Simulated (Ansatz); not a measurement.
**Bi: from the listed structure to its properties**

One table from this session's results is given with a row withheld; the runs are named, their logs left out.

Program: Ansatz 0.2.0. Level of theory: DFT PBE, scalar-relativistic, plane waves, PAW. These are calculated values, not measurements.

## The system as given

The structure is cubic, space group Im-3m (No. 229). The conventional cell has a = 3.963 Å, b = 3.963 Å, c = 3.963 Å, α = 90.00°, β = 90.00°, γ = 90.00°. Bi (site symmetry m-3m) has 8 Bi at 3.43 Å as nearest neighbours.

Coordinates:

```xyz
1
Lattice="-1.9814 1.9814 1.9814 1.9814 -1.9814 1.9814 1.9814 1.9814 -1.9814" Properties=species:S:1:pos:R:3 pbc="T T T"
Bi    0.0000    0.0000    0.0000
```

Source of the structure: the Materials Project (structure only).

The first run:

(A quick probe on a coarse mesh, which set the mesh and smearing, is not shown.)

input.yaml

```yaml
crystal:
  lattice:
    - [-1.9814305318, 1.9814305318, 1.9814305318]
    - [1.9814305318, -1.9814305318, 1.9814305318]
    - [1.9814305318, 1.9814305318, -1.9814305318]
  atoms:
    - { symbol: Bi, position: [0.0, 0.0, 0.0] }
basis:
  ecutwfc: 420
kpoints:
  mp_grid: { grid: [16, 16, 16] }
hamiltonian:
  xc: pbe
scf:
  occupations: { method: gaussian, width: 0.1 }
output:
  forces: true
  stress: true
  eigenvalues: true
  write_density: true
  write_potential: true
  elf: true
  volumetric_format: npy
relax:
  adjacent_minimum: "off"
  f_tol: 0.005
  max_steps: 80
  cell: { stress_tol: 0.05 }
```

Launch:

```bash
ansatz run input.yaml --threads 1 --pin off --max-ram 2560MiB --backend cpu --events-out ev --progress --plain --runs-dir out
```

Among the steps run: Relaxing cell and atoms; Volume × 0.97; The cell scaled to 1.03 of its volume; The cell scaled to 0.94 of its volume; Point at V/V0 = 1.06; Point at V/V0 = 0.91; The cell scaled to 1.10 of its volume; Point at V/V0 = 0.88.

One of the session's tables, all rows but one given; the rest of the session is left out.

It belongs to the step «Energy against volume». 

| volume (Å³/atom) | energy above the lowest point (meV/atom) | pressure (GPa) |
| --- | --- | --- |
| 27.815 | 90.2 | 8.80 |
| 28.763 | 46.9 | 5.95 |
| 29.712 | 19.2 | 3.58 |
| 30.660 | 4.3 | 1.62 |
| 31.608 | 0.0 | -0.01 |
| 32.556 | 4.2 | -1.38 |
| 33.505 | ? | ? |
| 34.769 | 41.5 | -3.93 |

Q: Estimate the row for volume (Å³/atom) = 33.505 from the others.

Worked estimate for «energy above the lowest point (meV/atom)». A straight line through the neighbours (32.556, 4.2) and (34.769, 41.5) gives 4.2 + (41.5 − 4.2) × (33.505 − 32.556) / (34.769 − 32.556) = 20.2; a parabola fitted to 3 rows on both sides gives 15.5.

As computed: energy above the lowest point (meV/atom): 15.9; pressure (GPa): -2.57. In «energy above the lowest point (meV/atom)» the line misses by +4.3 and the parabola by -0.4.
